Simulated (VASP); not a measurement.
## WS2: Born charges and dielectric tensor with PBEsol

WS2:

```
CELL_PARAMETERS angstrom
1.57399 0.90874 6.35382
-1.57399 0.90874 6.35382
0.00000 -1.81748 6.35382
ATOMIC_POSITIONS crystal
W 0.00067 0.00067 0.00067
S 0.25178 0.25178 0.25178
S 0.41625 0.41625 0.41625
```

Measurements of this composition are mostly on another form, of space group No. 194.

| Property | Result |
| --- | --- |
| Program | VASP 6.6.1 |
| Task | Born charges and dielectric tensor |
| Functional | PBEsol |
| Potentials or basis | VASP PAW PBE potentials, release 64 (W_sv, S) |
| Cutoff | 520 eV |
| k mesh | 12 × 12 × 12 |
| Occupations | gaussian, width 0.02 eV |
| Spin | no spin polarisation |
| Further INCAR settings | ALGO = Normal; EDIFF = 1e-08; IBRION = 8; NSW = 1 |

```json
{"Band gap on the k mesh": "1.15 eV, indirect (least direct gap 1.93 eV)", "Electronic dielectric tensor (diagonal)": "13.41, 13.41, 5.54", "Born charges (mean of the diagonal)": "W -0.54; S +0.28, +0.26 e", "Highest phonon frequency at Γ, LO-TO splitting left out": "435 cm⁻¹"}
```

Levels at points of the mesh, in eV from the valence-band top:
```tsv
k point	band 10	band 11	band 12	band 13	band 14	band 15	band 16	band 17
(0.00, 0.00, 0.00)	-2.11	-2.11	-1.66	-1.13	2.42	2.42	2.67	2.67
(0.50, 0.00, 0.00)	-3.99	-2.51	-1.66	-1.58	2.49	2.76	3.74	4.13
(0.50, 0.50, 0.00)	-3.94	-2.99	-1.79	-1.43	2.46	2.91	3.35	4.49
(0.50, 0.50, 0.50)	-3.38	-2.09	-2.09	0.00	2.48	2.48	2.58	2.58
```

Phonon frequencies in cm⁻¹ (negative: imaginary):
```
              q point                    frequencies
(0.000, 0.000, 0.000)  0 0 0 296 296 354 354 416 435
```

Electronic dielectric tensor:
```
13.41  0.00  0.00
 0.00 13.41  0.00
 0.00  0.00  5.54
```

Born effective charge tensors (e):
atom 1, W
```
-0.61  0.00  0.00
 0.00 -0.61  0.00
 0.00  0.00 -0.41
```
atom 2, S
```
0.31 0.00 0.00
0.00 0.31 0.00
0.00 0.00 0.23
```
atom 3, S
```
0.30 0.00 0.00
0.00 0.30 0.00
0.00 0.00 0.18
```

It took 48 min on 4 MPI ranks on Intel(R) Xeon(R) 6975P-C (Granite Rapids), on a shared host, peak memory 1.9 GiB a rank.

Caveat: spin-orbit coupling is left out, which moves the levels of the heavy elements. A k mesh can miss the band edges.
